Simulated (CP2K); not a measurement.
Runs of CP2K 2026.2 on KTaO3. It takes space group Pm-3m (No. 221, cubic). The conventional cell has a = 3.988 Å, b = 3.988 Å, c = 3.988 Å, α = 90.00°, β = 90.00°, γ = 90.00°. Around Ta (site symmetry m-3m) lie 6 O at 1.99 Å. K (site symmetry m-3m) has 12 O at 2.82 Å as nearest neighbours. O (site symmetry 4/mmm) is surrounded by 2 Ta at 1.99 Å. 

```csv
level,U,PLUS_U_METHOD,gap on the mesh (eV)
PBE+U,Ta d U = 6.0 eV,MULLIKEN,2.94
PBE,-,-,(a)
PBE+U,Ta d U = 4.0 eV,MULLIKEN,(b)
PBE+U,Ta d U = 2.0 eV,MULLIKEN,2.51
PBE+U,Ta d U = 8.0 eV,MULLIKEN,3.12
```

Alike in all rows: task projected density of states; potentials or basis GTH_POTENTIALS Ta GTH-PBE-q13, K GTH-PBE-q9, O GTH-PBE-q6; DZVP-MOLOPT-SR-GTH basis; no spin polarisation; cell as given; k mesh 5 × 5 × 5; smearing fermi-dirac 0.05 eV.

Fill in the values left out.

(a) 2.23; (b) 2.74.

Caveats: spin-orbit coupling is left out, which moves the levels of the heavy elements; an odd mesh through Γ misses points on the zone boundary, where band edges often lie; the basis of atomic orbitals isn't converged, which shifts pressures, moduli and gaps; this program's U acts on Mulliken populations of all basis functions of the shell, so it isn't the U of plane-wave codes (some runs); energies scatter by some meV and the pressure isn't listed (some runs).

A k mesh can miss the band edges, and the runs leave out spin-orbit coupling on Ta.
